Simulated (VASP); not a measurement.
Level of theory: PBE GGA, VASP's PBE PAW potentials (set 64) (plane waves; VASP 6.6.1).

A VASP calculation is set up with these files.

**INCAR**
```
ALGO  =  Normal
EDIFF  =  1E-7
ENCUT  =  400
GGA  =  PE
ISIF  =  2
ISMEAR  =  -5
LASPH  =  .TRUE.
LCHARG  =  .TRUE.
LMAXMIX  =  4
LORBIT  =  11
LREAL  =  .FALSE.
LWAVE  =  .FALSE.
NEDOS  =  601
NELM  =  100
PREC  =  Accurate
SYSTEM  =  ZnTe
```

POSCAR:
```
ZnTe
1
   -0.0000000000     3.0877232078     3.0877232078
    3.0877232078    -0.0000000000     3.0877232078
    3.0877232078     3.0877232078     0.0000000000
Zn Te
1 1
Direct
  0.0000000000   0.0000000000   0.0000000000
  0.2500000000   0.2500000000   0.2500000000
```

File KPOINTS:
```
Automatic mesh
0
Gamma
8 8 8
0 0 0
```

POTCAR, in this order: Zn Te (PBE.64 set). Program: vasp_std.

What VASP printed:

OUTCAR:
```
 ion  position               nearest neighbor table
   1  0.000  0.000  0.000-   2 2.67   2 2.67   2 2.67   2 2.67
   2  0.250  0.250  0.250-   1 2.67   1 2.67   1 2.67   1 2.67
  LATTYP: Found a face centered cubic cell.
 ALAT       =     6.1754464156
 Subroutine PRICEL returns:
 Original cell was already a primitive cell.
 Subroutine GETGRP returns: Found 24 space group operations
The static configuration has the point symmetry T_d .
The dynamic configuration has the point symmetry T_d .
 Subroutine INISYM returns: Found 24 space group operations
 Subroutine IBZKPT returns following result:
 Found     29 irreducible k-points:

 Following reciprocal coordinates:
            Coordinates               Weight
  0.000000  0.000000  0.000000      1.000000
  0.125000  0.000000  0.000000      8.000000
  0.250000  0.000000  0.000000      8.000000
  0.375000  0.000000  0.000000      8.000000
  0.500000  0.000000  0.000000      4.000000
  0.125000  0.125000  0.000000      6.000000
  0.250000  0.125000  0.000000     24.000000
  0.375000  0.125000  0.000000     24.000000
  0.500000  0.125000  0.000000     24.000000
...
```

### OSZICAR
```
       N       E                     dE             d eps       ncg     rms          rms(c)
DAV:   1     0.687978013593E+02    0.68798E+02   -0.73563E+03   754   0.117E+03
DAV:   2    -0.171629518500E+01   -0.70514E+02   -0.68499E+02   799   0.231E+02
DAV:   3    -0.531244874306E+01   -0.35962E+01   -0.35876E+01   949   0.542E+01
DAV:   4    -0.536103449155E+01   -0.48586E-01   -0.48581E-01   999   0.631E+00
DAV:   5    -0.536126197558E+01   -0.22748E-03   -0.22748E-03   919   0.341E-01    0.455E+00
DAV:   6    -0.519621238343E+01    0.16505E+00   -0.58291E-01   974   0.215E+01    0.357E+00
DAV:   7    -0.518611727734E+01    0.10095E-01   -0.10935E-01   824   0.382E+00    0.143E+00
DAV:   8    -0.518613415284E+01   -0.16875E-04   -0.45439E-03   972   0.691E-01    0.370E-01
DAV:   9    -0.518636346564E+01   -0.22931E-03   -0.10392E-03   809   0.314E-01    0.120E-01
DAV:  10    -0.518638298636E+01   -0.19521E-04   -0.73986E-05   953   0.840E-02    0.890E-02
DAV:  11    -0.518643786086E+01   -0.54874E-04   -0.90436E-05   794   0.636E-02    0.496E-02
DAV:  12    -0.518643875437E+01   -0.89351E-06   -0.33640E-06   946   0.260E-02    0.173E-02
DAV:  13    -0.518643904425E+01   -0.28988E-06   -0.17901E-07   618   0.457E-03    0.128E-02
DAV:  14    -0.518643979573E+01   -0.75148E-06   -0.97455E-07   814   0.597E-03    0.113E-03
DAV:  15    -0.518643981102E+01   -0.15290E-07   -0.21093E-08   542   0.202E-03
   1 F= -.51864398E+01 E0= -.51864398E+01  d E =0.000000E+00
```

File OUTCAR:
```
------------------------ aborting loop because EDIFF is reached ----------------------------------------
  FORCE on cell =-STRESS in cart. coord.  units (eV):
  Direction    XX          YY          ZZ          XY          YZ          ZX
  --------------------------------------------------------------------------------------
  Total       -0.0053101     -0.0053101     -0.0053101      0.0000000      0.0000000     -0.0000000
  in kB       -0.1444991     -0.1444991     -0.1444991      0.0000000      0.0000000     -0.0000000
  external PRESSURE =      -0.1444991 kB  Pullay stress =       0.0000000 kB
  volume of cell :       58.88
      direct lattice vectors                 reciprocal lattice vectors
     0.000000000  3.087723208  3.087723208    -0.161931613  0.161931613  0.161931613
     3.087723208  0.000000000  3.087723208     0.161931613 -0.161931613  0.161931613
     3.087723208  3.087723208  0.000000000     0.161931613  0.161931613 -0.161931613
 POSITION                                       TOTAL-FORCE (eV/Angst)
 -----------------------------------------------------------------------------------
      0.00000      0.00000      0.00000        -0.000000     -0.000000     -0.000000
      1.54386      1.54386      1.54386         0.000000      0.000000      0.000000
 -----------------------------------------------------------------------------------
    total drift:                               -0.000003     -0.000003     -0.000003
  FREE ENERGIE OF THE ION-ELECTRON SYSTEM (eV)
  ---------------------------------------------------
  free  energy   TOTEN  =        -5.1864398110 eV

  energy  without entropy=       -5.1864398110  energy(sigma->0) =       -5.18643981

 total charge

# of ion       s       p       d       tot
------------------------------------------
    1        0.549   0.405   9.758  10.711
    2        1.347   2.058   0.026   3.430
--------------------------------------------------
tot          1.896   2.462   9.783  14.141
```
(Selected blocks of OUTCAR.)

**OUTCAR**
```
 val. band max:        2.8553604936   @ k =   0.0000   0.0000   0.0000

 cond. band min:       3.9370929381   @ k =   0.0000   0.0000   0.0000


 Fermi energy:         2.8681130773

 k-point     1 :       0.0000    0.0000    0.0000
  band No.  band energies     occupation
      1      -8.7048      2.00000
      2      -3.9285      2.00000
      3      -3.9285      2.00000
      4      -3.9285      2.00000
      5      -3.7161      2.00000
      6      -3.7161      2.00000
      7       2.8554      2.00000
      8       2.8554      2.00000
      9       2.8554      2.00000
     10       3.9371      0.00000
     11       7.2812      0.00000
     12       7.2812      0.00000
     13       7.2813      0.00000

 k-point     2 :       0.1250    0.0000    0.0000
  band No.  band energies     occupation
      1      -8.6053      2.00000
      2      -3.9196      2.00000
      3      -3.9196      2.00000
      4      -3.9171      2.00000
      5      -3.7171      2.00000
      6      -3.7171      2.00000
      7       1.5230      2.00000
      8       2.7005      2.00000
      9       2.7005      2.00000
     10       4.7815      0.00000
     11       7.4217      0.00000
     12       7.5247      0.00000
     13       7.5247      0.00000

 k-point     3 :       0.2500    0.0000    0.0000
  band No.  band energies     occupation
      1      -8.3434      2.00000
      2      -3.8998      2.00000
      3      -3.8997      2.00000
      4      -3.8629      2.00000
      5      -3.7175      2.00000
      6      -3.7175      2.00000
      7      -0.1544      2.00000
      8       2.3816      2.00000
      9       2.3816      2.00000
     10       4.9029      0.00000
     11       7.9046      0.00000
     12       7.9046      0.00000
     13       8.6433      0.00000

 k-point     4 :       0.3750    0.0000    0.0000
  band No.  band energies     occupation
      1      -8.0418      2.00000
      2      -3.8833      2.00000
      3      -3.8833      2.00000
...
```

Unless said otherwise, spin-orbit coupling is left out, though it shifts the bands of the heavy elements here.

The compound is ZnTe in the zinc blende structure. It was relaxed first.
